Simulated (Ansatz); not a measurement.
The slice is one period of a {110} plane through atoms; its size isn't given.

All values below come from PBEsol (plane waves to 420 eV, PAW, scalar-relativistic; Ansatz, a program for electronic structure). These are valence fields of a PAW run, semicore shells included where kept as valence: close to a nucleus they are smooth pseudo fields.

```
|8877441100001111111111110000114477|
|5544221100000011111111000000112244|
|2211110000000000000000000000001111|
|1111111100000000000000000000111111|
|2222111111000000000000000011111122|
|3333222211110000000000001111222233|
|4444333322111100000000111122333344|
|5555444433221100000000112233444455|
|6666554444332211000011223344445566|
|8888665544332211111111223344556688|
|9999885555442222111122224455558899|
|9999886655443322111122334455668899|
|9999885555442222111122224455558899|
|8888665544332211111111223344556688|
|6666554444332211000011223344445566|
|5555444433221100000000112233444455|
|4444333322111100000000111122333344|
|3333222211110000000000001111222233|
|2222111111000000000000000011111122|
|1111111100000000000000000000111111|
|2211110000000000000000000000001111|
|5544221100000011111111000000112244|
|8877441100001111111111110000114477|
|8888551100001111111111110000115588|
```
Scale: ten equal steps from -1.66 (start of '0') to 1.28 (end of '9'), in the order '0123456789'. Values: log₁₀ of the valence density in e/Å³. The map has 17 points along u (two characters each, u = 0 at the left) and 24 along v (v = 0 in the bottom row). The scale is logarithmic, as a density can span decades between atoms and voids.

```
|xxxx6600000000000000000000000066xx|
|xx66000000000000000000000000000066|
|0000000000000000000000000000000000|
|0000110000000000000000000000001100|
|7766553311000000000000000011335566|
|9999887744110000000000001144778899|
|9999999977441100000000114477999999|
|8888999999774411000011447799999988|
|7777888899996622000022669999888877|
|xx44668888997733000033779988886644|
|xxxx4477889988331111338899887744xx|
|xxxxxx778899884411114488998877xxxx|
|xxxx4477889988331111338899887744xx|
|xx44668888997733000033779988886644|
|7777888899996622000022669999888877|
|8888999999774411000011447799999988|
|9999999977441100000000114477999999|
|9999887744110000000000001144778899|
|7766553311000000000000000011335566|
|0000110000000000000000000000001100|
|0000000000000000000000000000000000|
|xx66000000000000000000000000000066|
|xxxx6600000000000000000000000066xx|
|xxxxxx000000000000000000000000xxxx|
```
Scale: ten equal steps from 0.01 (start of '0') to 0.78 (end of '9'), in the order '0123456789'. Values: electron localisation function (ELF). The map has 17 points along u (two characters each, u = 0 at the left) and 24 along v (v = 0 in the bottom row). Points within 0.5 Å of a nucleus are blanked (x), as the pseudised field means little there.

Q: Which relaxed crystal do these maps come from?
(A) NbN (rock salt)
(B) LiI (rock salt)
(C) VN (rock salt)

A: B, LiI (rock salt). Atoms on the slice: I at (0.00, 0.50); Li at (0.00, 0.00)

All were relaxed with their symmetry unable to fall. NbN is run without spin polarisation. Spin-orbit coupling is left out. This is a high-temperature form of NbN. VN is run without spin polarisation.
